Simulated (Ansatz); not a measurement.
## CaSe, response to strain

Take CaSe in the rock salt structure (space group Fm-3m, No. 225) as the base.

```xyz
2
Lattice="0.0000 2.9343 2.9343 2.9343 0.0000 2.9343 2.9343 2.9343 0.0000" Properties=species:S:1:pos:R:3 pbc="T T T"
Ca     0.0000     0.0000     0.0000
Se     2.9343     2.9343     2.9343
```

Cartesian axes are those of the cell as printed.

Strains are applied to the cell and any free atomic positions relax; under biaxial strain the out-of-plane vector relaxes too.

Method: PBEsol in Ansatz (plane waves to 420 eV, PAW, spin-orbit coupling left out).

Notes on the quantities. energy relative to the base: free energy F.

```tsv
biaxial strain, plane normal [001], relaxed out of plane (%)	energy relative to the base (meV/atom)
0	0.0
0.5	0.5
1	?
1.5	4.4
2	7.7
2.5	11.8
3	16.6
```

Question: Fit ΔE = Aε² + Bε³ (ε in %) to the rows shown and predict the withheld row.

Answer: Least squares on the printed values gives A = 2.08 and B = -0.079 meV/atom (largest residual 0.0 meV/atom); this predicts 2.0 meV/atom, and the run gives 2.0 meV/atom, in agreement.

Whether these cells are dynamically stable was not tested.

Ansatz is a program for electronic structure.
